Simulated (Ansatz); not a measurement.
**Be4Te and its competing phases**

The calculation used DFT PBE, scalar-relativistic, plane waves, PAW in Ansatz 0.2.0. Settings: cutoff 420 eV, Γ-centred meshes spaced at most about 0.3 Å⁻¹, and about 0.25 Å⁻¹ or finer for metals (2π included), Gaussian smearing. No spin polarisation.

Formation energies are uncorrected and refer to the elements' standard structures at the same level.

Temperature and zero-point effects are left out. These runs have no spin–orbit coupling, which can matter for Te. The reference form of Te is held partly by dispersion forces, which this level lacks.

The competitors are the elements and 1 reference phase of this chemical system (from databases or known types: BeTe), relaxed at the same level; other known phases may be missing.

The candidate was reached from: random cell.

```
Be Te
1.0
     4.30266    0.00000    0.00000
    -2.15133    3.72621    0.00000
     0.00000    0.00000    4.91889
Be Te
4 1
Direct
  0.50000 0.50000 0.00000
  0.50000 0.00000 0.00000
  0.00000 0.50000 0.00000
  0.00000 0.00000 0.00000
  0.00000 0.00000 0.50000
```

Task: Into what would it decompose?

Result: Its formation energy is 0.429 eV/atom. The lowest competing mixture at this composition is this:

| phase | space group | source | share of atoms | ΔE_f (eV/atom) |
| --- | --- | --- | --- | --- |
| Be | - | element | 0.6000 | 0.000 |
| BeTe | F-43m (No. 216) | COD | 0.4000 | -0.361 |

The mixture lies at -0.144 eV/atom, and the candidate lies 0.57 eV/atom above it. The candidate matches no cell in the subsets of the Crystallography Open Database and the Materials Project at hand. The margin is far too high for a likely synthesis.
